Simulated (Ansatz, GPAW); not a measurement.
# Au: 3 runs at one level of theory

```
CELL_PARAMETERS angstrom
0.00000 2.03500 2.03500
2.03500 0.00000 2.03500
2.03500 2.03500 0.00000
ATOMIC_POSITIONS crystal
Au 0.00000 0.00000 0.00000
```

Alike in all runs: task single point; functional PBE; k mesh 11 × 11 × 11; occupations gaussian, width 0.022 eV; no spin polarisation; no spin-orbit coupling. Pressure is positive in compression and, in plane waves, holds the error of the finite cutoff, which Ansatz's Pulay term estimates and takes out.

```tsv
program and potentials	plane-wave cutoff (eV)	notes	pressure (GPa)
Ansatz, Ansatz PAW	420	19 valence electrons an atom on average; Pulay term of +0.06 GPa included	10.84
Ansatz, all-electron LAPW, scalar-relativistic	-	-	10.81
GPAW, GPAW PAW data sets (gpaw-data 1.2.1)	600	11 valence electrons an atom on average	13.36
```

The pressure spans 10.81 (Ansatz, all-electron LAPW, scalar-relativistic) to 13.36 GPa (GPAW, GPAW PAW data sets (gpaw-data 1.2.1)), with all-electron results at 10.81. The cell lies far from this level's equilibrium.

The functional is the same throughout but for its coding, so the spread measures potentials, basis and numerics; runs on potential files found faulty are left out.
